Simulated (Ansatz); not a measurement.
# N started on a Si site and a Si vacancy in diamond Si, 63 atoms, charge −2

How does the host give way around this defect, what does it cost to form, and which levels does it put into the gap? The levels of theory are PBEsol and HSE06.

Program: Ansatz 0.2.0, PAW, plane waves. These are calculated values, not measurements.

### Step 1. Starting point

63 atoms (62 Si, 1 N); a = 10.866 Å, b = 10.866 Å, c = 10.866 Å, α = 90.00°, β = 90.00°, γ = 90.00°. All atoms were shaken off their sites by about 0.02 Å along each axis. Defect site 1: (0.500, 0.500, 0.500). Defect site 2: (0.625, 0.625, 0.625). Starting moments add up to 1 μB.

The runs, in order: (2) PBEsol relaxation at the single k point (¼, ¼, ¼), on 7 threads of Arm Neoverse-V2; (3) HSE06 single point at the single k point (¼, ¼, ¼), on 7 threads of Arm Neoverse-V2.

### Step 2. Relaxation of the positions (PBEsol)

in.yaml

```yaml
crystal:
  lattice:
    - [10.865579, 0.000000, 0.000000]
    - [0.000000, 10.865579, 0.000000]
    - [0.000000, 0.000000, 10.865579]
  atoms:
    - { symbol: Si, position: [0.001629, 0.996012, 0.999899] }
    - { symbol: Si, position: [0.000371, 0.999139, 0.498405] }
    - { symbol: Si, position: [0.000733, 0.497800, 0.000853] }
    - { symbol: Si, position: [0.001480, 0.501307, 0.501355] }
    - { symbol: Si, position: [0.500584, 0.998969, 0.000229] }
    - { symbol: Si, position: [0.496724, 0.999989, 0.500106] }
    - { symbol: Si, position: [0.500600, 0.502387, 0.999313] }
    - { symbol: Si, position: [0.123202, 0.121965, 0.126032] }
    - { symbol: Si, position: [0.124143, 0.125042, 0.626273] }
    - { symbol: Si, position: [0.125488, 0.624418, 0.123689] }
    - { symbol: Si, position: [0.124465, 0.623587, 0.625041] }
    - { symbol: Si, position: [0.625548, 0.125285, 0.125150] }
    - { symbol: Si, position: [0.624014, 0.125365, 0.625602] }
    - { symbol: Si, position: [0.624048, 0.628011, 0.126852] }
    - { symbol: Si, position: [0.253553, 0.250026, 0.001020] }
    - { symbol: Si, position: [0.250207, 0.250950, 0.498061] }
    - { symbol: Si, position: [0.250486, 0.751538, 0.999515] }
    - { symbol: Si, position: [0.253077, 0.748161, 0.500151] }
    - { symbol: Si, position: [0.747675, 0.250569, 0.997594] }
    - { symbol: Si, position: [0.750718, 0.246965, 0.496504] }
    - { symbol: Si, position: [0.750024, 0.747138, 0.999969] }
    - { symbol: Si, position: [0.750631, 0.749633, 0.502727], spin: 0.143 }
    - { symbol: Si, position: [0.376196, 0.372800, 0.124688] }
    - { symbol: Si, position: [0.376063, 0.377743, 0.623940], spin: 0.143 }
    - { symbol: Si, position: [0.373724, 0.873933, 0.124527] }
    - { symbol: Si, position: [0.377147, 0.876136, 0.627683] }
    - { symbol: Si, position: [0.876531, 0.373425, 0.128668] }
    - { symbol: Si, position: [0.874962, 0.377490, 0.626517] }
    - { symbol: Si, position: [0.872226, 0.873125, 0.123786] }
    - { symbol: Si, position: [0.873158, 0.877932, 0.624913] }
    - { symbol: Si, position: [0.252273, 0.000363, 0.248981] }
    - { symbol: Si, position: [0.252139, 0.999747, 0.750232] }
    - { symbol: Si, position: [0.247216, 0.500826, 0.249382] }
    - { symbol: Si, position: [0.251319, 0.501447, 0.749558] }
    - { symbol: Si, position: [0.747085, 0.999966, 0.250939] }
    - { symbol: Si, position: [0.749179, 0.000528, 0.747406] }
    - { symbol: Si, position: [0.750681, 0.497202, 0.251776] }
    - { symbol: Si, position: [0.749970, 0.501554, 0.750677], spin: 0.143 }
    - { symbol: Si, position: [0.376430, 0.123292, 0.378919] }
    - { symbol: Si, position: [0.375247, 0.124676, 0.876574] }
    - { symbol: Si, position: [0.376403, 0.628826, 0.373236], spin: 0.143 }
    - { symbol: Si, position: [0.376235, 0.625756, 0.871979] }
    - { symbol: Si, position: [0.875519, 0.123989, 0.372189] }
    - { symbol: Si, position: [0.876051, 0.123831, 0.876777] }
    - { symbol: Si, position: [0.875265, 0.622458, 0.376500] }
    - { symbol: Si, position: [0.872969, 0.626246, 0.876667] }
    - { symbol: Si, position: [0.999039, 0.253416, 0.250455] }
    - { symbol: Si, position: [0.002921, 0.251669, 0.749043] }
    - { symbol: Si, position: [0.999523, 0.748160, 0.249547] }
    - { symbol: Si, position: [0.000314, 0.751194, 0.749329] }
    - { symbol: Si, position: [0.498785, 0.250573, 0.250849] }
    - { symbol: Si, position: [0.501638, 0.250044, 0.751351] }
    - { symbol: Si, position: [0.501664, 0.751581, 0.247300] }
    - { symbol: Si, position: [0.501252, 0.748856, 0.747342], spin: 0.143 }
    - { symbol: Si, position: [0.125848, 0.374556, 0.372188] }
    - { symbol: Si, position: [0.124881, 0.377511, 0.874326] }
    - { symbol: Si, position: [0.123195, 0.879784, 0.374381] }
    - { symbol: Si, position: [0.124194, 0.876198, 0.876830] }
    - { symbol: Si, position: [0.625668, 0.374649, 0.376078], spin: 0.143 }
    - { symbol: Si, position: [0.626257, 0.376091, 0.871658] }
    - { symbol: Si, position: [0.625740, 0.873039, 0.376382] }
    - { symbol: Si, position: [0.626555, 0.880029, 0.873767] }
    - { symbol: N, position: [0.498886, 0.501866, 0.500401], spin: 0.143 }
  symmetry: { detect: false }
kpoints:
  mp_grid: { grid: [1, 1, 1], shift: [0.25, 0.25, 0.25] }
hamiltonian:
  xc: pbesol
total_charge: -2
magnetization:
  spin_polarized: true
scf:
  occupations: { method: fermi_dirac, width: 0.01 }
relax:
  f_tol: 0.03
  max_steps: 80
  escape_saddle: false
  adjacent_minimum: "off"
output:
  forces: true
  eigenvalues: true
  populations: true
  charged_corrections: { epsilon: 11.7 }
```

Started as:

```
$ ansatz run in.yaml --threads 7 --pin off --max-ram 13300MiB --runs-dir r --events-out ev --progress --plain
```

After this run come: Single point with HSE06.

**Question.** What will these runs give? Wanted: for each run, formation energy; host gap; top filled to lowest empty; moment.

The runs gave:

| level | time | formation energy (eV) | host gap (eV) | top filled to lowest empty (eV) | moment (μB) |
| --- | --- | --- | --- | --- | --- |
| PBEsol, relaxation | 90 s (7 CPU threads) | 3.88 | 0.57 | 0.14 | 3.00 |
| HSE06 | 8.7 min (7 CPU threads) | 5.55 | 1.32 | 0.43 | 3.00 |

| quantity | value |
| --- | --- |
| relaxation | 6 recorded steps, 3.59 eV gained |
| largest shift | 0.55 Å (N63) |
| largest local moment | +0.47 μB on Si |

**What this shows.** The relaxation lowers the energy by 3.59 eV; the largest shift is 0.55 Å (N63). The formation energy at E_F = VBM goes from 3.88 eV (PBEsol) to 5.55 eV (HSE06), as the host gap goes from 0.57 to 1.32 eV. The reservoirs are the elements' reference phases; where the defect changes the composition, the value depends on that choice. HSE06 puts 2 localised levels over 0.1 eV inside the gap, at 0.20 (filled), 0.20 (filled) eV, the tightest of them shared by about 10 atoms. Those within 0.2 eV of an edge lie within the error of lining up the edges. The host's edges were read at Γ, so band-like levels at this k point need not coincide with them. One k point and a cell of this size can leave errors of several tenths of an eV. The dielectric constant of 11.7 in the correction is an assumed value.
